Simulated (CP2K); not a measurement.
# HfO2 (Pca2_1) in CP2K: single point with PBE

Aim: the single point of HfO2 with PBE.

All numbers are computed with CP2K 2026.2; they aren't measurements. Logs are shortened: lines on timing, memory, paths and dates and some standing lists are left out, and cuts for length are marked.

**1. The crystal as given**

It takes space group Pca2_1 (No. 29, orthorhombic). Conventional cell: a = 5.219 Å, b = 5.005 Å, c = 5.033 Å, α = 90.00°, β = 90.00°, γ = 90.00°. Hf (site symmetry 1) is surrounded by 7 O at 2.02 to 2.23 Å. O (site symmetry 1) has 3 Hf at 2.02 to 2.13 Å as nearest neighbours. O (site symmetry 1) has 4 Hf at 2.11 to 2.23 Å as nearest neighbours.

Measurements of this composition are mostly on another form, of space group No. 14.

**2. Single point, PBE**

The input, hfo2_scf.inp:

```
&GLOBAL
  PROJECT hfo2_scf
  RUN_TYPE ENERGY_FORCE
  PRINT_LEVEL LOW
&END GLOBAL
&FORCE_EVAL
  METHOD QS
  STRESS_TENSOR ANALYTICAL
  &DFT
    BASIS_SET_FILE_NAME BASIS_MOLOPT_UZH
    POTENTIAL_FILE_NAME POTENTIAL_UZH
    &MGRID
      CUTOFF 600
      REL_CUTOFF 60
      NGRIDS 5
    &END MGRID
    &QS
      METHOD GPW
      EPS_DEFAULT 1.0E-10
    &END QS
    &KPOINTS
      SCHEME MONKHORST-PACK 5 6 5
      GAMMA_CENTERED T
      SYMMETRY T
      SYMMETRY_BACKEND SPGLIB
    &END KPOINTS
    &SCF
      SCF_GUESS ATOMIC
      EPS_SCF 1.0E-6
      MAX_SCF 100
      ADDED_MOS 42
      CHOLESKY OFF
      EPS_EIGVAL 1.0E-7
      &DIAGONALIZATION ON
        ALGORITHM STANDARD
      &END DIAGONALIZATION
      &MIXING ON
        METHOD BROYDEN_MIXING
        ALPHA 0.4
        BETA 1.5
        NBUFFER 8
      &END MIXING
      &SMEAR ON
        METHOD GAUSSIAN
        SIGMA [eV] 0.012
      &END SMEAR
    &END SCF
    &XC
      &XC_FUNCTIONAL
        &GGA_X_PBE
        &END GGA_X_PBE
        &GGA_C_PBE
        &END GGA_C_PBE
      &END XC_FUNCTIONAL
    &END XC
    &PRINT
      &KPOINTS ON
      &END KPOINTS
      &MULLIKEN ON
      &END MULLIKEN
      &MO ON
        ENERGIES T
        OCCUPATION_NUMBERS T
        &EACH
          QS_SCF 0
        &END EACH
        ADD_LAST NUMERIC
      &END MO
    &END PRINT
  &END DFT
  &SUBSYS
    &CELL
      ABC 5.2194633600 5.0047636900 5.0326850500
      ALPHA_BETA_GAMMA 90.0000000000 90.0000000000 90.0000000000
      PERIODIC XYZ
    &END CELL
    &COORD
      SCALED
      Hf  0.9669940000 0.7325208200 0.7414403500
      Hf  0.5330060000 0.7325208200 0.2414403500
      Hf  0.4669940000 0.2674791800 0.7414403500
      Hf  0.0330060000 0.2674791800 0.2414403500
      O   0.6321274500 0.9286454000 0.8792672600
      O   0.8678725500 0.9286454000 0.3792672600
      O   0.2339485200 0.5398830500 0.4922923900
      O   0.2660514800 0.5398830500 0.9922923900
      O   0.7660514800 0.4601169500 0.9922923900
      O   0.7339485200 0.4601169500 0.4922923900
      O   0.1321274500 0.0713546000 0.8792672600
      O   0.3678725500 0.0713546000 0.3792672600
    &END COORD
    &KIND Hf
      BASIS_SET TZVP-MOLOPT-PBE-GTH-q12
      POTENTIAL GTH-PBE-q12
    &END KIND
    &KIND O
      BASIS_SET TZVP-MOLOPT-PBE-GTH-q6
      POTENTIAL GTH-PBE-q6
    &END KIND
    &PRINT
      &ATOMIC_COORDINATES ON
      &END ATOMIC_COORDINATES
      &CELL ON
      &END CELL
      &SYMMETRY ON
      &END SYMMETRY
    &END PRINT
  &END SUBSYS
  &PRINT
    &FORCES ON
    &END FORCES
    &STRESS_TENSOR ON
    &END STRESS_TENSOR
  &END PRINT
&END FORCE_EVAL
```

Potentials or basis: POTENTIAL_UZH Hf GTH-PBE-q12, O GTH-PBE-q6; TZVP-MOLOPT-PBE-GTH basis.

On the command line:

```console
> OMP_NUM_THREADS=1 cp2k.psmp -i hfo2_scf.inp -o hfo2_scf.out
```

hfo2_scf.out:

```text

 CP2K| version string:                                       CP2K version 2026.2
 CP2K| Input file name                                              hfo2_scf.inp

 GLOBAL| Force Environment number                                              1
 GLOBAL| Basis set file name                                    BASIS_MOLOPT_UZH
 GLOBAL| Potential file name                                       POTENTIAL_UZH
 GLOBAL| MM Potential file name                                     MM_POTENTIAL
 GLOBAL| Coordinate file name                                      __STD_INPUT__
 GLOBAL| Method name                                                        CP2K
 GLOBAL| Project name                                                   hfo2_scf
 GLOBAL| Run type                                                   ENERGY_FORCE
 GLOBAL| FFT library                                                       FFTW3
[... 8 lines left out ...]
 GLOBAL| CPU model name                                                  UNKNOWN

 CELL| Volume [angstrom^3]:                                           131.464708
 CELL| Vector a [angstrom]:       5.219     0.000     0.000   |a| =     5.219463
 CELL| Vector b [angstrom]:       0.000     5.005     0.000   |b| =     5.004764
 CELL| Vector c [angstrom]:       0.000     0.000     5.033   |c| =     5.032685
 CELL| Angle (b,c), alpha [degree]:                                    90.000000
 CELL| Angle (a,c), beta  [degree]:                                    90.000000
 CELL| Angle (a,b), gamma [degree]:                                    90.000000
 CELL| Numerically orthorhombic:                                             YES
 CELL| Periodicity                                                           XYZ

 CELL_REF| Volume [angstrom^3]:                                       131.464708
 CELL_REF| Vector a [angstrom     5.219     0.000     0.000   |a| =     5.219463
 CELL_REF| Vector b [angstrom     0.000     5.005     0.000   |b| =     5.004764
 CELL_REF| Vector c [angstrom     0.000     0.000     5.033   |c| =     5.032685
 CELL_REF| Angle (b,c), alpha [degree]:                                90.000000
 CELL_REF| Angle (a,c), beta  [degree]:                                90.000000
 CELL_REF| Angle (a,b), gamma [degree]:                                90.000000
 CELL_REF| Numerically orthorhombic:                                         YES
 CELL_REF| Periodicity                                                       XYZ

[... 8 lines left out ...]
 TOTAL NUMBERS AND MAXIMUM NUMBERS

  Total number of            - Atomic kinds:                                   2
                             - Atoms:                                         12
                             - Shell sets:                                    12
                             - Shells:                                       100
                             - Primitive Cartesian functions:                 60
                             - Cartesian basis functions:                    308
                             - Spherical basis functions:                    276

  Maximum angular momentum of- Orbital basis functions:                        3
                             - Local part of the GTH pseudopotential:          2
                             - Non-local part of the GTH pseudopotential:      4

 MODULE QUICKSTEP: ATOMIC COORDINATES IN ANGSTROM

   Atom Kind Element         X             Y             Z       Z(eff)     Mass
      1    1 Hf   72      5.047190      3.666094      3.731436  12.0000 178.4900
      2    1 Hf   72      2.782005      3.666094      1.215093  12.0000 178.4900
      3    1 Hf   72      2.437458      1.338670      3.731436  12.0000 178.4900
      4    1 Hf   72      0.172274      1.338670      1.215093  12.0000 178.4900
      5    2 O     8      3.299366      4.647651      4.425075   6.0000  15.9994
      6    2 O     8      4.529829      4.647651      1.908733   6.0000  15.9994
      7    2 O     8      1.221086      2.701987      2.477553   6.0000  15.9994
      8    2 O     8      1.388646      2.701987      4.993895   6.0000  15.9994
      9    2 O     8      3.998378      2.302777      4.993895   6.0000  15.9994
     10    2 O     8      3.830817      2.302777      2.477553   6.0000  15.9994
     11    2 O     8      0.689634      0.357113      4.425075   6.0000  15.9994
     12    2 O     8      1.920097      0.357113      1.908733   6.0000  15.9994

 Crystal Symmetry Information
       International Symbol:                                              Pca2_1
       Point Group Symbol:                                                   mm2
       Schoenflies Symbol:                                                 C2v^5
[... 42 lines left out ...]
 BRILLOUIN|     5           0.05333       -0.40000       -0.16667       -0.20000
 BRILLOUIN|     6           0.02667       -0.40000       -0.16667        0.00000
[... 28 lines left out ...]
 BRILLOUIN|    35           0.01333        0.00000        0.50000       -0.20000
 BRILLOUIN|    36           0.00667        0.00000        0.50000        0.00000
 *******************************************************************************

 Extrapolation method: initial_guess

 Number of electrons:                                                         96
 Number of occupied orbitals:                                                 48
 Number of molecular orbitals:                                                90

 Number of orbital functions:                                                276
 Number of independent orbital functions:                                    276

 SCF WAVEFUNCTION OPTIMIZATION

  Step     Update method      Time    Convergence         Total energy    Change
  ------------------------------------------------------------------------------
     1 NoMix/Diag. 0.40E+00    8.9     2.43353811      -327.4687245729 -3.27E+02
     2 Broy./Diag. 0.40E+00    8.5     0.17673962      -314.8276618879  1.26E+01
     3 Broy./Diag. 0.40E+00    8.6     0.08526652      -324.5554536588 -9.73E+00
     4 Broy./Diag. 0.40E+00    8.6     0.03159353      -326.9181991362 -2.36E+00
     5 Broy./Diag. 0.40E+00    8.6     0.01271253      -325.9689640325  9.49E-01
     6 Broy./Diag. 0.40E+00    8.6     0.00772734      -326.4759635104 -5.07E-01
     7 Broy./Diag. 0.40E+00    8.6     0.00342490      -326.3987847085  7.72E-02
     8 Broy./Diag. 0.40E+00    8.6     0.00130596      -326.4496904797 -5.09E-02
     9 Broy./Diag. 0.40E+00    8.7     0.00044439      -326.4443999626  5.29E-03
    10 Broy./Diag. 0.40E+00    8.6     0.00018578      -326.4497321966 -5.33E-03
    11 Broy./Diag. 0.40E+00    8.6     0.00015428      -326.4502968968 -5.65E-04
    12 Broy./Diag. 0.40E+00    8.6     0.00004349      -326.4502909112  5.99E-06
    13 Broy./Diag. 0.40E+00    8.6     0.00003448      -326.4503739228 -8.30E-05
    14 Broy./Diag. 0.40E+00    8.6     0.00001488      -326.4502645387  1.09E-04
    15 Broy./Diag. 0.40E+00    8.6     0.00000490      -326.4502211896  4.33E-05
    16 Broy./Diag. 0.40E+00    8.6     0.00000509      -326.4502106303  1.06E-05
    17 Broy./Diag. 0.40E+00    8.6     0.00000048      -326.4501979837  1.26E-05

  *** SCF run converged in    17 steps ***

  Electronic density on regular grids:        -95.9999999957        0.0000000043
  Core density on regular grids:               95.9999999930       -0.0000000070
  Total charge density on r-space grids:       -0.0000000027
  Total charge density g-space grids:          -0.0000000027

  Overlap energy of the core charge distribution:               0.00000004738267
  Self energy of the core charge distribution:               -621.94710380126241
  Core Hamiltonian energy:                                    156.96955204143305
  Hartree energy:                                             191.52156772588896
  Exchange-correlation energy:                                -52.99421399714001
  Smearing free energy correction:                              0.00000000000000
  Fermi energy:                                                 0.38102760478304

  Total energy:                                              -326.45019798369776
  Total energy (extrapolated to sigma->0):                   -326.45019798369776

 MO| EIGENVALUES AND OCCUPATION NUMBERS FOR K POINT 1
 MO|
 MO|  Index      Eigenvalue [a.u.]        Eigenvalue [eV]             Occupation
 MO|      1              -1.889001             -51.402344               2.000000
 MO|      2              -1.888905             -51.399712               2.000000
 MO|      3              -1.888823             -51.397480               2.000000
 MO|      4              -1.888776             -51.396205               2.000000
 MO|      5              -0.782446             -21.291451               2.000000
 MO|      6              -0.781930             -21.277387               2.000000
[... 1343 lines left out ...]
 MO|     89               1.112159              30.263378               0.000000
 MO|     90               1.126404              30.651009               0.000000
 MO| Sum:                                                              96.000000
 MO| E(Fermi):            0.381028 a.u.         10.368288 eV
 MO| Band gap:            0.180134 a.u.          4.901702 eV

 [... the levels of further k-points ...]

 !-----------------------------------------------------------------------------!
                     Mulliken Population Analysis

 #  Atom  Element  Kind  Atomic population                           Net charge
       1     Hf       1          9.613762                              2.386238
       2     Hf       1          9.613754                              2.386246
       3     Hf       1          9.613763                              2.386237
       4     Hf       1          9.613753                              2.386247
       5     O        2          7.112024                             -1.112024
       6     O        2          7.112011                             -1.112011
       7     O        2          7.274230                             -1.274230
       8     O        2          7.274219                             -1.274219
       9     O        2          7.274219                             -1.274219
      10     O        2          7.274230                             -1.274230
      11     O        2          7.112024                             -1.112024
      12     O        2          7.112010                             -1.112010
 # Total charge                             96.000000                 -0.000000

 !-----------------------------------------------------------------------------!

 ENERGY| Total FORCE_EVAL ( QS ) energy [hartree]           -326.450192190889197

 FORCES| Atomic forces [hartree/bohr]
 FORCES|   Atom     x               y               z               |f|
 FORCES|      1  5.50928879E-05  1.82018694E-03  8.40188243E-05   1.82295773E-03
 FORCES|      2 -1.68128319E-04  1.80147894E-03  6.07154797E-05   1.81032590E-03
 FORCES|      3  5.50176502E-05 -1.82004685E-03  8.38706355E-05   1.82280875E-03
 FORCES|      4 -1.68116087E-04 -1.80144737E-03  6.07020163E-05   1.81029290E-03
 FORCES|      5  5.38205827E-04  1.60000017E-03  2.82874372E-04   1.71163196E-03
 FORCES|      6 -5.68962213E-04  1.67646979E-03 -5.85352024E-04   1.86464633E-03
 FORCES|      7  5.96511101E-04 -4.11970344E-04  8.32917953E-04   1.10421799E-03
 FORCES|      8 -6.82615502E-04 -4.16039259E-04 -4.70218195E-04   9.27446893E-04
 FORCES|      9 -6.82606025E-04  4.15979500E-04 -4.70273156E-04   9.27440980E-04
 FORCES|     10  5.96573549E-04  4.12003919E-04  8.32833234E-04   1.10420035E-03
 FORCES|     11  5.38244985E-04 -1.60007169E-03  2.82788643E-04   1.71169696E-03
 FORCES|     12 -5.68930506E-04 -1.67654972E-03 -5.85310633E-04   1.86469553E-03
 FORCES| Sum    -4.59712652E-04 -5.97671897E-09  4.09567149E-04
 FORCES| Total atomic force                                       6.15695518E-04

 STRESS| Analytical stress tensor [bar]
 STRESS|                        x                   y                   z
 STRESS|      x        3.46389734154E+04   7.60698982104E-02   6.44712073772E+00
 STRESS|      y        7.60698982104E-02   3.42240464142E+04   4.91532213853E-02
 STRESS|      z        6.44712073772E+00   4.91532213853E-02   3.63090854378E+04
 STRESS| 1/3 Trace                                             3.50573684225E+04
 STRESS| Determinant                                           4.30439050058E+13

 STRESS| Eigenvectors and eigenvalues of the analytical stress tensor [bar]
 STRESS|                        1                   2                   3
 STRESS| Eigenvalues   3.42240463991E+04   3.46389485419E+04   3.63091103263E+04
 STRESS|      x          -0.000182975693      0.999992532632      0.003860207186
 STRESS|      y           0.999999982995      0.000182885513      0.000023714621
 STRESS|      z          -0.000023008468     -0.003860211459      0.999992549091
```

Run time: 2.7 min. Hardware: 1 thread of Arm Neoverse V2, shared host; peak memory 1.1 GiB.

What came out:

```
Free energy            : -8883.1615 eV
Pressure               : 3.5 GPa
Largest force          : 0.096 eV/Å
Band gap on the k mesh : 4.48 eV, indirect (least direct gap 4.72 eV)
Mulliken charges       : Hf +2.39; O -1.11, -1.27 e
```

Forces on the atoms (eV/Å):
```
Hf   0.003  0.094  0.004
Hf  -0.009  0.093  0.003
Hf   0.003 -0.094  0.004
Hf  -0.009 -0.093  0.003
O    0.028  0.082  0.015
O   -0.029  0.086 -0.030
O    0.031 -0.021  0.043
O   -0.035 -0.021 -0.024
O   -0.035  0.021 -0.024
O    0.031  0.021  0.043
O    0.028 -0.082  0.015
O   -0.029 -0.086 -0.030
```

Stress tensor (GPa, compression positive):
```
3.46 0.00 0.00
0.00 3.42 0.00
0.00 0.00 3.63
```

Caveat: Mulliken charges move with the basis; spin-orbit coupling is left out, which moves the levels of the heavy elements; an odd mesh through Γ misses points on the zone boundary, where band edges often lie; the basis of atomic orbitals isn't converged, which shifts pressures, moduli and gaps.
